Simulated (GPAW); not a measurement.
The system is CeO.

```
CELL_PARAMETERS angstrom
2.88810 0.00000 0.00000
0.00000 2.88810 0.00000
0.00000 0.00000 2.88810
ATOMIC_POSITIONS crystal
Ce 0.00000 0.00000 0.00000
O 0.50000 0.50000 0.50000
```

The cell comes from a database or a generator and needn't be the stable form of this composition.

Base run:

```yaml
Program: GPAW 26.7.0
Functional: PBE
Potentials_or_basis: GPAW PAW data sets (gpaw-data 1.2.1)
Cutoff: 600 eV
Basis: pw
k_mesh: 7 × 7 × 7
Occupations: gaussian, width 0.05 eV
Spin: collinear spin, random start
Starting_moments: "[0.8, 0.0] μB"
Fixed_moment: 0.8 μB
Hubbard_terms: Ce f U = 8 eV
```

Its results: pressure 48.0 GPa; net moment 0.80 μB per cell.

Question: The run is repeated on the same cell with these changes: fixed moment from 0.8 μB to none; moments at the start from [0.8, 0.0] to [-0.22, 0.0]. What comes out?

Answer: Pressure 46.3 GPa; net moment 0.00 μB per cell.

Caveats: the cutoff is short for stress and forces, so pressures can be off by a GPa or more; one-centre terms of the f shell are cut off; the magnetic or orbital state may not be the lowest; a pressure of tens of GPa on the cell as given is suspect, and the run, the potentials or the cell itself is likely at fault; the total moment is fixed, so each spin has its own Fermi level (some runs).
